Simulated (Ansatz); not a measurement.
HgTe: energy along a strain

HgTe, F-43m, a = 6.447 Å (as given, not relaxed at this level: 1.3 GPa). Ansatz: PBEsol, PAW, 420 eV, Γ-centred 14×14×14 mesh on 2 atoms, Gaussian smearing 0.15 eV; no spin polarisation. Cell vectors (Å): 0.000 3.224 3.224; 3.224 0.000 3.224; 3.224 3.224 0.000. The cell is strained by x per cent times the pattern (0 0 0 0 0 1) in the order xx yy zz yz xz xy (engineering shears), with fractional coordinates held. y is the free energy over the start, V0 = 33.495 Å³/atom. Symmetry makes y even in x.

| x (%) | y (meV/atom) |
| --- | --- |
| -2.00 | ? |
| -1.00 | 0.44 |
| 0.00 | 0.00 |
| 0.25 | 0.03 |
| 0.50 | 0.11 |
| 0.75 | 0.25 |
| 1.25 | 0.69 |
| 1.50 | 1.00 |
| 1.75 | 1.36 |

Question: Fit y = c2 x² + c4 x⁴ to the other rows, get the stiffness along the pattern, and predict the missing energy.

Answer: Least squares on the rows shown. y = 0.4406 x² + 0.001208 x⁴. The clamped-ion stiffness p·C·p = 2 × 4.406 eV × 160.2 / 33.495 Å³ = 42 GPa, which is C66 in these axes (C44 of the cubic crystal) (second derivative at the start, which stands under stress). At x = -2.00 the fit asked for gives 1.78 meV/atom. The run gave 1.77 meV/atom, so the fit is 0.01 meV/atom too high, a small miss on the scale of the series.

Spin–orbit coupling is left out, which can shift energies with elements as heavy as these.